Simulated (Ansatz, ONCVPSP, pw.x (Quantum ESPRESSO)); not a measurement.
**pw.x on bcc Ru: one setting changed**

Potential: optimised norm-conserving Vanderbilt (ONCV), ONCVPSP 4.0.1, PBE; core [Ar] 3d10, reference 4s2 4p6 4d7 5s1; waves: 4s+5s: rc 1.50 bohr, ncon 5, nbas 9, qcut 8 1/bohr, 2 projectors; 4p: rc 1.90 bohr, ncon 4, nbas 7, qcut 6.3 1/bohr, 2 projectors, debl 0.3 Ha; 4d: rc 1.65 bohr, ncon 4, nbas 8, qcut 11.2 1/bohr, 2 projectors, debl 1.5 Ha; local part: polynomial inside 1.50 bohr (lpopt 2, dvloc0 4 Ha); core correction: none. In the p channel the program set the typed energies aside and used -1.706, 0.250 Ha.

The reference run (k-mesh 15³, cutoffs 85/340 Ry, Fermi–Dirac 0.01 Ry, mixing_beta 0.4, conv_thr 1e-9, no spin) gives 3.91 GPa at 14.192 Å³/atom, where all-electron LAPW gives 1.63 GPa. This run, with its own iteration cap, changes k-mesh points per axis to 4.

```
&control
  calculation='scf', prefix='x', pseudo_dir='./', outdir='./tmp', tstress=.true., disk_io='none'
/
&system
  ibrav=0, nat=1, ntyp=1, ecutwfc=85, ecutrho=340, nbnd=16,
  occupations='smearing', smearing='fd', degauss=0.01
/
&electrons
  conv_thr=1e-09, mixing_beta=0.4, electron_maxstep=50
/
ATOMIC_SPECIES
Ru 1.0 Ru.UPF
CELL_PARAMETERS angstrom
  -1.52520377 1.52520377 1.52520377
  1.52520377 -1.52520377 1.52520377
  1.52520377 1.52520377 -1.52520377
ATOMIC_POSITIONS crystal
Ru 0.0000 0.0000 0.0000
K_POINTS automatic
4 4 4 0 0 0
```

```bash
pw.x < Ru.scf.in > Ru.scf.out
```

Problem. How does the run end?

Solution. It converges in 8 iterations; the free energy moves by -67.7 meV/atom and the pressure by -0.36 GPa.

```
Message from routine setup:
     using ibrav=0 with symmetry is DISCOURAGED, use correct ibrav instead
     lattice parameter (alat)  =       4.9921  a.u.
     unit-cell volume          =      95.7724 (a.u.)^3
     number of electrons       =        16.00
     number of Kohn-Sham states=           16
     kinetic-energy cutoff     =      85.0000  Ry
     charge density cutoff     =     340.0000  Ry
     scf convergence threshold =      1.0E-09
     Exchange-correlation= PBE
     number of k points=     8  Fermi-Dirac smearing, width (Ry)=  0.0100
     iteration #  1     ecut=    85.00 Ry     beta= 0.40
     total energy              =    -190.49472633 Ry
     estimated scf accuracy    <       0.10687359 Ry
     iteration #  2     ecut=    85.00 Ry     beta= 0.40
     total energy              =    -190.50867004 Ry
     estimated scf accuracy    <       0.00505742 Ry
     iteration #  3     ecut=    85.00 Ry     beta= 0.40
     total energy              =    -190.50879487 Ry
     estimated scf accuracy    <       0.00110649 Ry
     [... 2 iterations left out ...]
     iteration #  6     ecut=    85.00 Ry     beta= 0.40
     total energy              =    -190.50882627 Ry
     estimated scf accuracy    <       0.00000007 Ry
     iteration #  7     ecut=    85.00 Ry     beta= 0.40
     total energy              =    -190.50882626 Ry
     estimated scf accuracy    <       0.00000002 Ry
     iteration #  8     ecut=    85.00 Ry     beta= 0.40
     the Fermi energy is    22.3936 ev
!    total energy              =    -190.50882627 Ry
     estimated scf accuracy    <          3.3E-10 Ry
     smearing contrib. (-TS)   =      -0.00958765 Ry
     The total energy is F=E-TS. E is the sum of the following terms:
     one-electron contribution =     -38.79928633 Ry
     hartree contribution      =      30.15911299 Ry
     xc contribution           =     -20.23979256 Ry
     ewald contribution        =    -161.61927271 Ry
     convergence has been achieved in   8 iterations
          total   stress  (Ry/bohr**3)                   (kbar)     P=       35.58
     Message from routine punch:
     Nothing written, as per user request (disk_io='none')
```

The run took about 4.3 s on one core of a shared host (Intel(R) Xeon(R) Processor @ 2.60GHz, 24 threads, 31 GiB, load 12).
